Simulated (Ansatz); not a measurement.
# HfO2: the cost of one run

Program: Ansatz 0.2.0. Level of theory: DFT PBE, scalar-relativistic, plane waves, PAW. These are calculated values, not measurements.

1 further run of the same task is left out (set aside as unsound or not needed).

## (1) The starting structure

The structure is cubic, space group Fm-3m (No. 225). The conventional cell has a = 5.098 Å, b = 5.098 Å, c = 5.098 Å, α = 90.00°, β = 90.00°, γ = 90.00°. Around Hf (site symmetry m-3m) lie 8 O at 2.21 Å. Around O (site symmetry -43m) lie 4 Hf at 2.21 Å.

Coordinates:

```
CELL_PARAMETERS angstrom
0.00000 2.54881 2.54881
2.54881 0.00000 2.54881
2.54881 2.54881 0.00000
ATOMIC_POSITIONS crystal
Hf 0.00000 0.00000 0.00000
O 0.25000 0.25000 0.25000
O 0.75000 0.75000 0.75000
```

It is the result of an earlier relaxation at this level (volume 11.04 Å³/atom; gap on the mesh: 3.75 eV).

## (2) Electronic structure at the relaxed geometry

Contents of input.yaml:

```yaml
crystal:
  lattice:
    - [0.0, 2.5488057606, 2.5488057606]
    - [2.5488057606, 0.0, 2.5488057606]
    - [2.5488057606, 2.5488057606, 0.0]
  atoms:
    - { symbol: Hf, position: [0.0, 0.0, 0.0] }
    - { symbol: O, position: [0.25, 0.25, 0.25] }
    - { symbol: O, position: [0.75, 0.75, 0.75] }
basis:
  ecutwfc: 420
kpoints:
  mp_grid: { grid: [8, 8, 8] }
  band_path:
    path:
      - [[0.0, 0.0, 0.0], [0.5, 0.0, 0.5], [0.625, 0.25, 0.625]]
      - [[0.375, 0.375, 0.75], [0.0, 0.0, 0.0], [0.5, 0.5, 0.5], [0.5, 0.25, 0.75], [0.5, 0.0, 0.5]]
    npoints: 14
hamiltonian:
  xc: pbe
scf:
  occupations: { method: gaussian, width: 0.02 }
  n_extra_bands: 7
output:
  forces: true
  stress: true
  eigenvalues: true
  populations: true
  dos: { projected: true, de: 0.02, nscf_kmesh: { grid: [12, 12, 12] } }
  bader: true
  write_density: true
  write_potential: true
  elf: true
  volumetric_format: npy
```

The run is started by

```bash
> ansatz run input.yaml --threads 1 --pin off --max-ram 2560MiB --backend cpu --events-out ev --progress --plain --runs-dir out
```

What time and memory should one allow on 1 thread of Intel Xeon Platinum 8259CL at 2.50GHz (Skylake/Cascade Lake), shared host?

About 30 s, with a peak of 0.38 GiB.
